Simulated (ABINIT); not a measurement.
Crystal: Mg.

```xyz
4
Lattice="3.1768 0.0000 0.0000 -1.5884 2.7512 0.0000 0.0000 0.0000 10.3189" Properties=species:S:1:pos:R:3 pbc="T T T"
Mg    1.5884    0.9171    7.7391
Mg    0.0000    0.0000    5.1594
Mg    0.0000    1.8341    2.5797
Mg    0.0000    0.0000    0.0000
```

Base run:

```yaml
Program: ABINIT 10.8.3 (patched build)
Functional: PW91
Potentials_or_basis: JTH PAW PBE v2.0
Cutoff: 517 eV
k_mesh: 10 × 10 × 3
Occupations: fermi-dirac, width 0.05 eV
Spin: no spin polarisation
```

Its results: band gap on the k mesh none (metal or under the smearing width); pressure 0.5 GPa.

Problem. After a change of settings the same cell gave: band gap on the k mesh none (metal or under the smearing width); pressure -0.2 GPa. Which change was it?
A. functional from PW91 to BP86
B. functional from PW91 to BLYP
C. functional from PW91 to PBEsol

Solution. C.

PBEsol binds more tightly than PW91, so the same cell stands under less pressure.

Caveats: the PAW data sets were made with another functional, which shifts forces and pressure a little.

Not every run made on this cell is shown here.
